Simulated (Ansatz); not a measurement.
# ZnSe: a closer look at a trial structure

Aim: for this structure of ZnSe, see whether it has a gap, which orbitals make up the states near it and how charge is shared.

Computed with Ansatz 0.2.0 (DFT PBE+D3(BJ), scalar-relativistic, plane waves, PAW, unless a step's input says otherwise).

1 further run of the same task is left out (set aside as unsound or not needed). Runs told in other sessions of the task aren't counted.

**1. Starting point**

It takes space group P-3m1 (No. 164, trigonal). The conventional cell has a = 4.037 Å, b = 4.037 Å, c = 32.102 Å, α = 90.00°, β = 90.00°, γ = 120.00°. Zn (site symmetry 3m) is surrounded by 3 Se at 2.37 Å. Se (site symmetry 3m) is surrounded by 3 Zn at 2.37 Å.

As a file:

```cif
data_structure
_symmetry_space_group_name_H-M 'P 1'
_symmetry_Int_Tables_number 1
_cell_length_a 4.0375
_cell_length_b 4.0375
_cell_length_c 32.1017
_cell_angle_alpha 90.000
_cell_angle_beta 90.000
_cell_angle_gamma 120.000
_cell_volume 453.19
loop_
_atom_site_label
_atom_site_type_symbol
_atom_site_fract_x
_atom_site_fract_y
_atom_site_fract_z
_atom_site_occupancy
Zn1 Zn 0.33333 0.66667 0.24238 1
Zn2 Zn 0.66667 0.33333 0.34949 1
Se1 Se 0.00000 0.00000 0.22991 1
Se2 Se 0.00000 0.00000 0.36196 1
```

The cell was relaxed beforehand at this level, from a generated guess; it needn't be the stable form of this composition. At a tolerance of 0.02 Å it has layer group p-3m1 (No. 72); it has 3.53 Å²/atom, an uncorrected energy of -0.28 eV/atom over the elements.

It is a sheet, periodic along a and b, with vacuum along c; volumes and pressures of the box carry no meaning, and space groups named for it are those of the box.

**2. Static run: bands, density of states and charges**

Contents of input.yaml:

```yaml
crystal:
  lattice:
    - [4.0374692284, -2.982e-07, 0.0]
    - [-2.018734356, 3.4965510679, 0.0]
    - [0.0, 0.0, 32.10174448]
  atoms:
    - { symbol: Zn, position: [0.3333333333, 0.6666666667, 0.2423774657] }
    - { symbol: Zn, position: [0.6666666667, 0.3333333333, 0.3494906807] }
    - { symbol: Se, position: [0.0, 0.0, 0.2299075671] }
    - { symbol: Se, position: [0.0, 0.0, 0.3619605793] }
  periodic: [true, true, false]
basis:
  ecutwfc: 420
kpoints:
  mp_grid: { grid: [12, 12, 1] }
  band_path:
    path:
      - [0.0, 0.0, 0.0]
      - [0.5, 0.0, 0.0]
      - [0.33333333, 0.33333333, 0.0]
      - [0.0, 0.0, 0.0]
    npoints: 14
hamiltonian:
  xc: pbe
  dispersion: d3bj
scf:
  occupations: { method: gaussian, width: 0.02 }
  n_extra_bands: 10
output:
  forces: true
  stress: true
  eigenvalues: true
  populations: true
  dos: { projected: true, de: 0.02, nscf_kmesh: { grid: [18, 18, 1] } }
  bader: true
  write_density: true
  write_potential: true
  elf: true
  volumetric_format: npy
```

The run is started by

```
$ ansatz run input.yaml --threads 1 --pin off --max-ram 2560MiB --backend cpu --events-out ev --progress --plain --runs-dir out
```

What does the calculation give? Wanted: gap; Bader charges.

**Answer**, as computed:

```
     quantity                          value
          gap  1.63 eV, indirect on the path
Bader charges           Zn +0.72, Se -0.72 e
```

What this shows: It has a gap of 1.63 eV, with the valence top at K and the conduction bottom at Γ on the path. Of the projected weight, the top eV of the valence band is Se 4p (95 %), and the lowest eV of the conduction band Zn 4s (59 %) and Se 4p (24 %). Bader charges reach 0.7 e, yet ELF peaks on the Se–Zn line (0.81): the bond is polar, with a covalent part.
